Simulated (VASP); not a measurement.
The system is HgSe.

```
Hg Se
1.0
     0.00000    3.03900    3.03900
     3.03900    0.00000    3.03900
     3.03900    3.03900    0.00000
Hg Se
1 1
Cartesian
  0.0000 0.0000 0.0000
  4.5585 4.5585 4.5585
```

```yaml
Program: VASP 6.6.1
Task: relaxation of cell and atoms
Functional: PBEsol
Potentials_or_basis: VASP PAW PBE potentials, release 64 (Hg, Se)
Cutoff: 600 eV
k_mesh: 8 × 8 × 8
Occupations: fermi-dirac, width 0.05 eV
Spin: no spin polarisation
```

At the start: pressure 1.9 GPa; volume 28.07 Å³/atom.

Task: Where does the relaxation end?

Result: Over 6 steps the energy falls by 5.4 meV/atom and the volume is 29.02 Å³/atom (+3.4 %); space group F-43m (No. 216, to 0.05 Å).

Step by step:
| step | energy change (eV) | largest force (eV/Å) | pressure (GPa) | volume (Å³) |
| --- | --- | --- | --- | --- |
| 1 | 0.0000 | 0.0000 | 1.87 | 56.13 |
| 2 | -0.0090 | 0.0000 | -0.68 | 58.84 |
| 3 | -0.0107 | 0.0000 | 0.06 | 58.03 |
| 4 | -0.0107 | 0.0000 | -0.09 | 58.09 |
| 5 | -0.0107 | 0.0000 | 0.07 | 57.96 |
| 6 | -0.0107 | 0.0000 | -0.05 | 58.04 |

Final structure:
```
CELL_PARAMETERS angstrom
0.00000 3.07301 3.07301
3.07301 0.00000 3.07301
3.07301 3.07301 0.00000
ATOMIC_POSITIONS crystal
Hg 0.00000 0.00000 0.00000
Se 0.75000 0.75000 0.75000
```

Caveat: the PAW data sets were made with another functional, which shifts forces and pressure a little.
